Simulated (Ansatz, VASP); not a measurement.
## One calculation of NaCl, two programs

File INCAR:

```
SYSTEM = NaCl
PREC = Accurate ; ENCUT = 520
EDIFF = 1E-6 ; ISMEAR = -1
SIGMA = 0.02 ; LREAL = .FALSE.
LASPH = .TRUE. ; NELM = 100
ALGO = Normal ; ISIF = 2
LWAVE = .FALSE. ; LCHARG = .FALSE.
GGA = PE ; NBANDS = 14
```

The input KPOINTS:

```
Automatic mesh
0
G
  8 8 8
  0 0 0
```

Contents of POSCAR:

```
NaCl
1.0
    0.0000000000      2.9414324224      2.8026988303
    2.9414324224      0.0000000000      2.8026988303
    2.9414324224      2.9414324224      0.0000000000
Na Cl
1 1
Direct
    0.0000000000      0.0000000000      0.0000000000
    0.5000000000      0.5000000000      0.5000000000
```

Input for Ansatz:

```yaml
crystal:
  lattice:
    - [0.0, 2.9414324224, 2.8026988303]
    - [2.9414324224, 0.0, 2.8026988303]
    - [2.9414324224, 2.9414324224, 0.0]
  atoms:
    - { symbol: Na, position: [0.0, 0.0, 0.0] }
    - { symbol: Cl, position: [0.5, 0.5, 0.5] }
kpoints:
  mp_grid: { grid: [8, 8, 8] }
  band_path:
    path:
      - [0.0, 0.0, 0.0]
      - [0.5, 0.0, 0.5]
      - [0.625, 0.25, 0.625]
      - [0.375, 0.375, 0.75]
      - [0.5, 0.5, 0.5]
      - [0.5, 0.25, 0.75]
    npoints: 1
hamiltonian:
  xc: pbe
scf:
  occupations: { method: fermi_dirac, width: 0.02 }
  n_extra_bands: 4
output:
  forces: true
  stress: true
  eigenvalues: true
```

Change from the starting cell: biaxial_xy strain +5.0%.

Alike in both runs: task single point; functional PBE; k mesh 8 × 8 × 8; occupations fermi-dirac, width 0.02 eV; no spin polarisation.

|  | VASP | Ansatz |
| --- | --- | --- |
| version | VASP 6.6.1 | Ansatz 0.2.0 |
| potentials or method | VASP PAW PBE potentials, release 64 (Na_pv, Cl) | plane waves, PAW |
| plane-wave cutoff (eV) | 520 | 420 |
| valence electrons in the cell | 14 | 16 |

```csv
,VASP,Ansatz,Ansatz less VASP
gap on the k mesh at the Fermi level (eV),4.81,4.81,0.000
pressure (GPa),-0.9,-0.9,+0.03
largest component of the traceless stress (GPa),0.94,0.94,-0.007
```

The two sets of potentials don't hold the same shells in valence.

A k mesh can miss the band edges.
